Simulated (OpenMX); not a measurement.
The system is Rh.

```xyz
1
Lattice="0.0000 1.8979 1.8979 1.8979 0.0000 1.8979 1.8979 1.8979 0.0000" Properties=species:S:1:pos:R:3 pbc="T T T"
Rh    0.0000    0.0000    0.0000
```

Base run:

```yaml
Program: OpenMX 3.8.5
Functional: PBE
Potentials_or_basis: OpenMX 2013 PBE set, Rh7.0-s3p2d1, grid cutoff 400 Ry
k_mesh: 13 × 13 × 13
Occupations: fermi-dirac, width 0.05 eV
Spin: no spin polarisation
```

Its results: pressure 16.5 GPa.

Problem. The run is repeated on the same cell with these changes: potentials or basis from OpenMX 2013 PBE set, Rh7.0-s3p2d1, grid cutoff 400 Ry to OpenMX 2013 PBE set, Rh7.0-s3p2d2, grid cutoff 400 Ry. What comes out?

Solution. Pressure 15.0 GPa.

Caveats: the basis of atomic orbitals isn't converged, which shifts pressures, moduli and gaps; so large a pressure means that the cell lies far from this level's equilibrium, or that cutoff or potentials fall short (some runs).
